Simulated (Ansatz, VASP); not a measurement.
One calculation of PtSe2, two programs

```
Pt Se
1.0
     3.72400    0.00000    0.00000
    -1.86200    3.22508    0.00000
     0.00000    0.00000    5.06200
Pt Se
1 2
Direct
  0.00000 0.00000 0.00000
  0.33333 0.66667 0.25000
  0.66667 0.33333 0.75000
```

Alike in both runs: task single point; functional PBE; k mesh 6 × 6 × 4; occupations gaussian, width 0.05 eV; collinear spin; Hubbard terms Pt d U = 5.0 eV, J = 0.9 eV.

|  | VASP | Ansatz |
| --- | --- | --- |
| version | VASP 6.6.1 | Ansatz 0.2.0 |
| potentials or method | VASP PAW PBE potentials, release 64 (Pt, Se) | scalar-relativistic, plane waves, PAW |
| plane-wave cutoff (eV) | 520 | 420 |
| valence electrons in the cell | 22 | 50 |

|  | VASP | Ansatz | Ansatz less VASP |
| --- | --- | --- | --- |
| gap on the k mesh at the Fermi level (eV) | none | none | - |
| pressure (GPa) | 4.7 | 7.6 | +2.88 |
| largest component of the traceless stress (GPa) | 0.31 | 1.42 | +1.110 |
| rms of the force components (eV/Å) | 0.191 | 0.330 | +0.1390 |
| net moment per atom (μB) | 0.00 | 0.00 | 0.000 |

The programs project onto different local orbitals, so the same U acts differently. Atom by atom the forces differ by 0.139 eV/Å (rms over components). A gap of «none» marks a metal or a gap that the smearing closes. The two sets of potentials don't hold the same shells in valence. Ansatz warned: «filled_band_counts_differ_across_k_points».

Spin-orbit coupling is left out, which matters for the levels of Pt. The state reached can hang on the start; a lower one may exist.
